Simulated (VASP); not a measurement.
Calculation: PBEsol GGA, VASP's PBE PAW potentials (set 64) (plane waves; VASP).

A VASP calculation is set up with these files.

File KPOINTS:
```
k-points along high-symmetry lines
12
Line-mode
Reciprocal
  0.000000   0.000000   0.000000 ! GAMMA
  0.500000   0.500000   0.500000 ! T

  0.500000   0.500000   0.500000 ! T
  0.500000   0.823553   0.176446 ! H_2

  0.176446   0.500000  -0.176447 ! H_0
 -0.000000   0.500000  -0.000000 ! L

 -0.000000   0.500000  -0.000000 ! L
  0.000000   0.000000   0.000000 ! GAMMA

  0.000000   0.000000   0.000000 ! GAMMA
 -0.000000   0.338223  -0.338223 ! S_0

  0.338223   0.661777  -0.000000 ! S_2
  0.500000   0.500000  -0.000000 ! F

  0.500000   0.500000  -0.000000 ! F
  0.000000   0.000000   0.000000 ! GAMMA
```

**INCAR**
```
# general
SYSTEM  = Sb2Te3
PREC    = Accurate
ENCUT   = 400
LREAL   = .False.   # projection in real space or not
LASPH   = .True.   # aspherical one-centre terms
ICHARG  = 11

# electronic loop
EDIFF   = 1E-7   # SCF stop (eV)
NELM    = 100   # most electronic steps
ALGO    = Normal   # blocked Davidson
LMAXMIX = 4   # l cut-off of mixed one-centre charges

# smearing
ISMEAR  = 0   # Gaussian
SIGMA   = 0.05   # width (eV)

# functional
GGA     = PS

# output
LWAVE   = .False.
LCHARG  = .False.
LORBIT  = 11   # lm-projected
```

POSCAR:
```
Sb2Te3
1
    9.9978840741    -2.1379618955    -0.0324453550
    9.9978840741     2.1379618955    -0.0324453550
    9.5526299086     0.0000000000     3.6437469978
Sb Te
2 3
Direct
  0.3990255846   0.3990255846   0.3990255846
  0.6009744154   0.6009744154   0.6009744154
  1.0000000000   1.0000000000   0.0000000000
  0.2102012445   0.2102012445   0.2102012445
  0.7897987555   0.7897987555   0.7897987555
```

POTCAR, in this order: Sb Te (PBE.64 set). Program: vasp_std. Read from the step before: CHGCAR.

Output

**OUTCAR**
```
 ion  position               nearest neighbor table
   1  0.399  0.399  0.399-   5 3.00   5 3.00   5 3.00   3 3.15   3 3.15   3 3.15
   2  0.601  0.601  0.601-   4 3.00   4 3.00   4 3.00   3 3.15   3 3.15   3 3.15
   3  0.000  0.000  0.000-   2 3.15   1 3.15   2 3.15   2 3.15   1 3.15   1 3.15
   4  0.210  0.210  0.210-   2 3.00   2 3.00   2 3.00   5 3.58   5 3.58   5 3.58
   5  0.790  0.790  0.790-   1 3.00   1 3.00   1 3.00   4 3.58   4 3.58   4 3.58
  LATTYP: Found a trigonal (rhomboedric) cell.
 ALAT       =    10.2239727957
 COS(alpha) =     0.9125438114
 Subroutine PRICEL returns:
 Original cell was already a primitive cell.
 Subroutine GETGRP returns: Found 12 space group operations
The static configuration has the point symmetry D_3d.
The dynamic configuration has the point symmetry D_3d.
 Subroutine INISYM returns: Found 12 space group operations
   k-points           NKPTS =     84   k-points in BZ     NKDIM =     84   number of bands    NBANDS=     18
   number of dos      NEDOS =    301   number of ions     NIONS =      5
   total plane-waves  NPLWV = 343000
   dimension x,y,z NGX =    70 NGY =   70 NGZ =   70
   dimension x,y,z NGXF=   140 NGYF=  140 NGZF=  140
   ions per type =               2   3
   PREC   = accura    normal or accurate (medium, high low for compatibility)
   ISTART =      0    job   : 0-new  1-cont  2-samecut
   ICHARG =     11    charge: 1-file 2-atom 10-const
   ISPIN  =      1    spin polarized calculation?
   LNONCOLLINEAR =      F non collinear calculations
   LSORBIT =      F    spin-orbit coupling
   INIWAV =      1    electr: 0-lowe 1-rand  2-diag
   ENCUT  =  400.0 eV  29.40 Ry    5.42 a.u.  16.67 16.67 16.67*2*pi/ulx,y,z
   NELM   =    100;   NELMIN=  2; NELMDL= -5     # of ELM steps
   EDIFF  = 0.1E-06   stopping-criterion for ELM
   LREAL  =      F    real-space projection
   NLSPLINE    = F    spline interpolate recip. space projectors
   LMAXMIX     =    4 max onsite mixed and CHGCAR
   VOSKOWN=      0    Vosko Wilk Nusair interpolation
   EDIFFG = 0.1E-05   stopping-criterion for IOM
   NSW    =      0    number of steps for IOM
   NBLOCK =      1;   KBLOCK =      1    inner block; outer block
   IBRION =     -1    ionic relax: 0-MD 1-quasi-New 2-CG
   NFREE  =      0    steps in history (QN), initial steepest desc. (CG)
...
```

### OSZICAR
```
       N       E                     dE             d eps       ncg     rms          rms(c)
DAV:   1     0.123315889522E+03    0.12332E+03   -0.85321E+03  3024   0.986E+02
DAV:   2    -0.706193414186E+01   -0.13038E+03   -0.12804E+03  4078   0.170E+02
DAV:   3    -0.161595808555E+02   -0.90976E+01   -0.88221E+01  3600   0.487E+01
DAV:   4    -0.164348445136E+02   -0.27526E+00   -0.27082E+00  4482   0.842E+00
DAV:   5    -0.164396110642E+02   -0.47666E-02   -0.47608E-02  3846   0.107E+00
DAV:   6    -0.164397860192E+02   -0.17496E-03   -0.17492E-03  4660   0.162E-01
DAV:   7    -0.164397900079E+02   -0.39887E-05   -0.39877E-05  3894   0.190E-02
DAV:   8    -0.164397901477E+02   -0.13985E-06   -0.14030E-06  3676   0.317E-03
DAV:   9    -0.164397901557E+02   -0.79058E-08   -0.85043E-08  2814   0.814E-04
   1 F= -.16439790E+02 E0= -.16439597E+02  d E =-.386270E-03
```

**OUTCAR**
```
 val. band max:        6.7457824835   @ k =   0.0000   0.0000   0.0000

 cond. band min:       6.8880307983   @ k =   0.0000   0.0307  -0.0307



 k-point     1 :       0.0000    0.0000    0.0000
  band No.  band energies     occupation
      1      -6.6733      2.00000
      2      -5.7112      2.00000
      3      -5.1759      2.00000
      4      -1.6280      2.00000
      5      -0.8564      2.00000
      6       4.3817      2.00000
      7       4.5750      2.00000
      8       4.6292      2.00000
      9       4.6292      2.00000
     10       4.6743      2.00000
     11       4.6743      2.00000
     12       5.5238      2.00000
     13       5.5238      2.00000
     14       6.7458      1.95337
     15       6.8904      0.03570
     16       6.9447      0.00028
     17       6.9447      0.00028
     18       8.5134      0.00000

 k-point     2 :       0.0455    0.0455    0.0455
  band No.  band energies     occupation
      1      -6.6709      2.00000
      2      -5.7270      2.00000
      3      -5.1585      2.00000
      4      -1.6569      2.00000
      5      -0.8272      2.00000
      6       4.3196      2.00000
      7       4.6210      2.00000
      8       4.6210      2.00000
      9       4.6353      2.00000
     10       4.6846      2.00000
     11       4.6846      2.00000
     12       5.5184      2.00000
     13       5.5184      2.00000
     14       6.7094      1.99747
     15       6.9271      0.00169
     16       6.9530      0.00011
     17       6.9530      0.00011
     18       8.5108      0.00000

 k-point     3 :       0.0909    0.0909    0.0909
  band No.  band energies     occupation
      1      -6.6636      2.00000
      2      -5.7691      2.00000
      3      -5.1121      2.00000
      4      -1.7324      2.00000
      5      -0.7510      2.00000
      6       4.2084      2.00000
      7       4.6058      2.00000
      8       4.6058      2.00000
      9       4.7061      2.00000
     10       4.7061      2.00000
...
```

The density is held fixed in this step, so its total energy and stress have no physical meaning. Without a dispersion term in the relaxation, distances and binding between the weakly bound layers, chains or molecules are unreliable, and so is what depends on them. Unless said otherwise, spin-orbit coupling is left out, though it shifts the bands of the heavy elements here.

The compound is Sb2Te3 in the tetradymite structure. It was relaxed first.
